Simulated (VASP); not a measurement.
# C (Fd-3m) in VASP: settings compared, part 2 of 3

VASP 6.6.1. The steps go on from the part before.

## 4. Relaxation of cell and atoms, LDA

This run uses another cell than the first one, of 5.52 Å³/atom, 0.979 times its volume.

The input, INCAR:

```
ALGO = Normal
EDIFF = 1E-7
EDIFFG = -0.005
ENCUT = 600
IBRION = 2
ISIF = 3
ISMEAR = 0
LASPH = T
LCHARG = F
LREAL = F
LWAVE = F
NELM = 80
NSW = 90
PREC = Accurate
SIGMA = 0.03
```

The input, KPOINTS:

```
k-points
0
Gamma
  14 14 14
```

The input, POSCAR:

```
C                                       
1.0
   -0.0000000000      1.7669621626      1.7669621626
    1.7669621626      0.0000000000      1.7669621626
    1.7669621626      1.7669621626      0.0000000000
  C             
     2
Direct
     0.0000000000000000    0.0000000000000000    0.0000000000000000
     0.2500000000000000    0.2500000000000000    0.2500000000000000
```

Potentials or basis: VASP PAW LDA potentials, release 64 (C).

Started as:

```bash
$ cat potpaw_LDA.64/C/POTCAR > POTCAR
$ mpirun -np 1 vasp_std > vasp.out
```

OUTCAR:

```text
EDIFF = 1E-7
   EDIFFG = -0.005
   ENCUT = 600
   IBRION = 2
   ISIF = 3
   ISMEAR = 0
   LASPH = T
   LREAL = F
   NELM = 80
   NSW = 90
   PREC = Accurate

 ion  position               nearest neighbor table
   1  0.000  0.000  0.000-   2 1.53   2 1.53   2 1.53   2 1.53
   2  0.250  0.250  0.250-   1 1.53   1 1.53   1 1.53   1 1.53

  LATTYP: Found a face centered cubic cell.
 ALAT       =     3.5339243252

  Lattice vectors:

 A1 = (   0.0000000000,   1.7669621626,   1.7669621626)
 A2 = (   1.7669621626,   0.0000000000,   1.7669621626)
 A3 = (   1.7669621626,   1.7669621626,   0.0000000000)

Analysis of symmetry for initial positions (statically):
=====================================================================
 Subroutine PRICEL returns:
 Original cell was already a primitive cell.

 Routine SETGRP: Setting up the symmetry group for a
 face centered cubic supercell.

 Subroutine GETGRP returns: Found 48 space group operations
 (whereof 24 operations were pure point group operations)
 out of a pool of 48 trial point group operations.

The static configuration has the point symmetry T_d .
[... 173 lines left out ...]
  band No.  band energies     occupation
      1     -11.5590      2.00000
      2      10.1318      2.00000
      3      10.1318      2.00000
      4      10.1318      2.00000
      5      15.7528      0.00000
      6      15.7528      0.00000
      7      15.7528      0.00000
      8      24.3264      0.00000
[... 243 lines left out ...]
 k-point    24 :       0.2857    0.1429    0.0000
  band No.  band energies     occupation
      1      -9.4694      2.00000
      2       4.0553      2.00000
      3       6.7253      2.00000
      4       7.5333      2.00000
      5      16.1068      0.00000
      6      20.3217      0.00000
      7      20.3259      0.00000
      8      22.7362      0.00000

 [... further k-points ...]

------------------------ aborting loop because EDIFF is reached ----------------------------------------

  FORCE on cell =-STRESS in cart. coord.  units (eV):
  Direction    XX          YY          ZZ          XY          YZ          ZX
  --------------------------------------------------------------------------------------
  -------------------------------------------------------------------------------------
  Total       -0.0025409     -0.0025409     -0.0025409     -0.0000000     -0.0000000     -0.0000000
  in kB       -0.3689674     -0.3689674     -0.3689674     -0.0000000     -0.0000000     -0.0000000
  external PRESSURE =      -0.3689674 kB  Pullay stress =       0.0000000 kB

 VOLUME and BASIS-vectors are now :
 -----------------------------------------------------------------------------
  energy-cutoff  :      600.00
  volume of cell :       11.03
      direct lattice vectors                 reciprocal lattice vectors
     0.000000000  1.766962163  1.766962163    -0.282971538  0.282971538  0.282971538
     1.766962163  0.000000000  1.766962163     0.282971538 -0.282971538  0.282971538
     1.766962163  1.766962163  0.000000000     0.282971538  0.282971538 -0.282971538

 POSITION                                       TOTAL-FORCE (eV/Angst)
 -----------------------------------------------------------------------------------
      0.00000      0.00000      0.00000        -0.000000     -0.000000      0.000000
      0.88348      0.88348      0.88348         0.000000      0.000000      0.000000
 -----------------------------------------------------------------------------------
    total drift:                                0.000000      0.000000      0.000000

  FREE ENERGIE OF THE ION-ELECTRON SYSTEM (eV)
  ---------------------------------------------------
  free  energy   TOTEN  =       -20.2522134142 eV

  energy  without entropy=      -20.2522134142  energy(sigma->0) =      -20.25221341

 reached required accuracy - stopping structural energy minimisation
```

OSZICAR:

```text
N       E                     dE             d eps       ncg     rms          rms(c)
DAV:   1    -0.815706034839E+00   -0.81571E+00   -0.57002E+03  1736   0.112E+03
DAV:   2    -0.209755022809E+02   -0.20160E+02   -0.19157E+02  2520   0.118E+02
DAV:   3    -0.211145962891E+02   -0.13909E+00   -0.13909E+00  1848   0.128E+01
DAV:   4    -0.211148030255E+02   -0.20674E-03   -0.20674E-03  2400   0.530E-01
DAV:   5    -0.211148030972E+02   -0.71719E-07   -0.71719E-07  1760   0.678E-03    0.587E+00
DAV:   6    -0.204755042944E+02    0.63930E+00   -0.51875E-01  1712   0.561E+00    0.341E+00
DAV:   7    -0.202530342511E+02    0.22247E+00   -0.57312E-01  2048   0.587E+00    0.768E-01
DAV:   8    -0.202522137304E+02    0.82052E-03   -0.23632E-03  1696   0.598E-01    0.272E-02
DAV:   9    -0.202522123751E+02    0.13552E-05   -0.12299E-05  2088   0.390E-02    0.241E-02
DAV:  10    -0.202522134514E+02   -0.10762E-05   -0.54942E-07  1880   0.864E-03    0.335E-03
DAV:  11    -0.202522134142E+02    0.37168E-07   -0.20695E-08  1328   0.139E-03
   1 F= -.20252213E+02 E0= -.20252213E+02  d E =-.202522E+02
```

Run time: 8 s. Hardware: 1 thread of Intel Xeon Platinum 8259CL at 2.50GHz (Skylake/Cascade Lake), shared host; peak memory 0.11 GiB.

What came out:

- Free energy: -20.2522 eV
- Pressure after relaxing: 0.0 GPa
- Band gap on the k mesh: 4.17 eV, indirect (least direct gap 5.62 eV)

Final structure:
```
CELL_PARAMETERS angstrom
0.00000 1.76696 1.76696
1.76696 0.00000 1.76696
1.76696 1.76696 0.00000
ATOMIC_POSITIONS crystal
C 0.00000 0.00000 0.00000
C 0.25000 0.25000 0.25000
```

Levels at points of the mesh, in eV from the valence-band top:
```csv
k point,band 2,band 3,band 4,band 5,band 6,band 7
"(0.00, 0.00, 0.00)",0.00,0.00,0.00,5.62,5.62,5.62
"(0.50, 0.00, 0.00)",-13.67,-2.86,-2.86,8.50,8.50,9.39
"(0.50, 0.50, 0.00)",-12.81,-6.46,-6.46,4.77,4.77,17.05
```

Caveat: the relaxation stopped at its first step, so nothing moved.

## 5. Relaxation of cell and atoms, PBE

This run uses another cell than the first one, of 5.67 Å³/atom, 1.007 times its volume.

The input, INCAR:

```
SYSTEM = C
ALGO = Normal
EDIFF = 1E-6
EDIFFG = -0.01
ENCUT = 600
GGA = PE
IBRION = 2
ISIF = 3
ISMEAR = 0
LASPH = .True.
LCHARG = .False.
LREAL = .False.
LWAVE = .False.
NELM = 80
NSW = 90
PREC = Accurate
SIGMA = 0.03
```

The input, KPOINTS:

```
k-points
0
Gamma
  14 14 14
  0 0 0
```

The input, POSCAR:

```
C
1.0
    0.0000000000      1.7833700000      1.7833700000
    1.7833700000      0.0000000000      1.7833700000
    1.7833700000      1.7833700000      0.0000000000
C
2
Direct
    0.0000000000      0.0000000000      0.0000000000
    0.2500000000      0.2500000000      0.2500000000
```

Potentials or basis: VASP PAW PBE potentials, release 64 (C).

Started as:

```bash
$ cat potpaw_PBE.64/C/POTCAR > POTCAR
$ mpirun -np 1 vasp_std > vasp.out
```

OUTCAR:

```text
SYSTEM = C
   EDIFF = 1E-6
   EDIFFG = -0.01
   ENCUT = 600
   GGA = PE
   IBRION = 2
   ISIF = 3
   ISMEAR = 0
   LASPH = .True.
   LREAL = .False.
   NELM = 80
   NSW = 90
   PREC = Accurate

 ion  position               nearest neighbor table
   1  0.000  0.000  0.000-   2 1.54   2 1.54   2 1.54   2 1.54
   2  0.250  0.250  0.250-   1 1.54   1 1.54   1 1.54   1 1.54

  LATTYP: Found a face centered cubic cell.
 ALAT       =     3.5667400000

  Lattice vectors:

 A1 = (   0.0000000000,   1.7833700000,   1.7833700000)
 A2 = (   1.7833700000,   0.0000000000,   1.7833700000)
 A3 = (   1.7833700000,   1.7833700000,   0.0000000000)

Analysis of symmetry for initial positions (statically):
=====================================================================
 Subroutine PRICEL returns:
 Original cell was already a primitive cell.

 Routine SETGRP: Setting up the symmetry group for a
 face centered cubic supercell.

 Subroutine GETGRP returns: Found 48 space group operations
 (whereof 24 operations were pure point group operations)
 out of a pool of 48 trial point group operations.

The static configuration has the point symmetry T_d .
 The point group associated with its full space group is O_h .

Analysis of symmetry for dynamics (positions and initial velocities):
=====================================================================
 Subroutine PRICEL returns:
 Original cell was already a primitive cell.

 Routine SETGRP: Setting up the symmetry group for a
 face centered cubic supercell.

 Subroutine GETGRP returns: Found 48 space group operations
 (whereof 24 operations were pure point group operations)
 out of a pool of 48 trial point group operations.

The dynamic configuration has the point symmetry T_d .
 The point group associated with its full space group is O_h .

 Subroutine INISYM returns: Found 48 space group operations
 (whereof 24 operations are pure point group operations),
 and found     1 'primitive' translations

[... 131 lines left out ...]
   NGX =  9   NGY =  9   NGZ =  9

--------------------------------------- Ionic step        1  -------------------------------------------

 number of electron       7.9999999 magnetization

 Free energy of the ion-electron system (eV)
  ---------------------------------------------------
  ext. energy  EPLUGINS =         0.00000000
  ---------------------------------------------------
  free energy    TOTEN  =       -18.19007187 eV

  energy without entropy =      -18.19007187  energy(sigma->0) =      -18.19007187

------------------------ aborting loop because EDIFF is reached ----------------------------------------

  FORCE on cell =-STRESS in cart. coord.  units (eV):
  Direction    XX          YY          ZZ          XY          YZ          ZX
  --------------------------------------------------------------------------------------
  -------------------------------------------------------------------------------------
  Total        0.1259654      0.1259654      0.1259654      0.0000000     -0.0000000      0.0000000
  in kB       17.7912935     17.7912935     17.7912935      0.0000000     -0.0000000      0.0000000
  external PRESSURE =      17.7912935 kB  Pullay stress =       0.0000000 kB
[... 59 lines left out ...]
--------------------------------------- Ionic step        3  -------------------------------------------

 number of electron       7.9999999 magnetization

 Free energy of the ion-electron system (eV)
  ---------------------------------------------------
  ext. energy  EPLUGINS =         0.00000000
  ---------------------------------------------------
  free energy    TOTEN  =       -18.19032670 eV

  energy without entropy =      -18.19032670  energy(sigma->0) =      -18.19032670

 E-fermi :   9.8568     XC(G=0): -13.2301

 val. band max:        9.6693583728   @ k =   0.0000   0.0000   0.0000
 cond. band min:      13.7900980212   @ k =   0.3571   0.3571   0.0000
 fundamental gap:      4.1207396483
 Fermi energy:         9.8568151058

 k-point     1 :       0.0000    0.0000    0.0000
  band No.  band energies     occupation
      1     -11.7521      2.00000
      2       9.6694      2.00000
      3       9.6694      2.00000
      4       9.6694      2.00000
      5      15.2483      0.00000
      6      15.2483      0.00000
      7      15.2483      0.00000
      8      22.9070      0.00000
[... 243 lines left out ...]
 k-point    24 :       0.2857    0.1429    0.0000
  band No.  band energies     occupation
      1      -9.7069      2.00000
      2       3.6671      2.00000
      3       6.3656      2.00000
      4       7.0801      2.00000
      5      15.5710      0.00000
      6      19.6029      0.00000
      7      19.7107      0.00000
      8      22.0176      0.00000

 [... further k-points ...]

------------------------ aborting loop because EDIFF is reached ----------------------------------------

  FORCE on cell =-STRESS in cart. coord.  units (eV):
  Direction    XX          YY          ZZ          XY          YZ          ZX
  --------------------------------------------------------------------------------------
  -------------------------------------------------------------------------------------
  Total       -0.0001041     -0.0001041     -0.0001041      0.0000000      0.0000000      0.0000000
  in kB       -0.0146370     -0.0146370     -0.0146370      0.0000000      0.0000000      0.0000000
  external PRESSURE =      -0.0146370 kB  Pullay stress =       0.0000000 kB
[... 17 lines left out ...]
  FREE ENERGIE OF THE ION-ELECTRON SYSTEM (eV)
  ---------------------------------------------------
  free  energy   TOTEN  =       -18.1903267004 eV

  energy  without entropy=      -18.1903267004  energy(sigma->0) =      -18.19032670

 reached required accuracy - stopping structural energy minimisation
```

OSZICAR:

```text
N       E                     dE             d eps       ncg     rms          rms(c)
DAV:   1     0.326288248815E+01    0.32629E+01   -0.56018E+03  1688   0.112E+03
DAV:   2    -0.186882922368E+02   -0.21951E+02   -0.21182E+02  2640   0.124E+02
[... 15 lines left out ...]
   2 F= -.18189939E+02 E0= -.18189939E+02  d E =0.132684E-03
       N       E                     dE             d eps       ncg     rms          rms(c)
DAV:   1    -0.181904390467E+02   -0.49921E-03   -0.77469E-03  2016   0.915E-01    0.797E-02
DAV:   2    -0.181903580306E+02    0.81016E-04   -0.65910E-05  1856   0.801E-02    0.414E-02
DAV:   3    -0.181903266529E+02    0.31378E-04   -0.66798E-05  1816   0.650E-02    0.645E-03
DAV:   4    -0.181903267004E+02   -0.47540E-07   -0.13017E-07  1304   0.507E-03
   3 F= -.18190327E+02 E0= -.18190327E+02  d E =-.254827E-03
```

CONTCAR:

```text
C
   1.00000000000000
    -0.0000000000000000    1.7858054497151656    1.7858054497151656
     1.7858054497151656   -0.0000000000000000    1.7858054497151656
     1.7858054497151656    1.7858054497151656    0.0000000000000000
  C
     2
Direct
     0.0000000000000000    0.0000000000000000    0.0000000000000000
     0.2500000000000000    0.2500000000000000    0.2500000000000000

  0.00000000E+00  0.00000000E+00  0.00000000E+00
  0.00000000E+00  0.00000000E+00  0.00000000E+00
```

Wall time 13 s (1 thread of Intel Xeon Platinum 8259CL at 2.50GHz (Skylake/Cascade Lake), shared host); peak memory 0.12 GiB.

What came out:

```
Free energy                            : -18.1903 eV
Relaxed volume                         : 5.70 Å³/atom
Relaxed cell                           : a = 2.526 Å, b = 2.526 Å, c = 2.526 Å, α = 60.00°, β = 60.00°, γ = 60.00°
Space group after relaxing (to 0.05 Å) : Fd-3m (No. 227)
Energy gained by relaxing              : 0.1 meV/atom
Ionic steps                            : 3
Pressure after relaxing                : 0.0 GPa
Band gap on the k mesh                 : 4.12 eV, indirect (least direct gap 5.58 eV)
```

The path:
```tsv
step	energy change (eV)	largest force (eV/Å)	pressure (GPa)	volume (Å³)
1	0.0000	0.0000	1.78	11.34
2	0.0001	0.0000	-2.16	11.45
3	-0.0003	0.0000	0.00	11.39
```

Final structure:
```xyz
2
Lattice="0.0000 1.7858 1.7858 1.7858 0.0000 1.7858 1.7858 1.7858 0.0000" Properties=species:S:1:pos:R:3 pbc="T T T"
C     0.0000    0.0000    0.0000
C     0.8929    0.8929    0.8929
```

A k mesh can miss the band edges. Zero-point motion and thermal expansion aren't in these numbers.

[end of part 2 of 3]
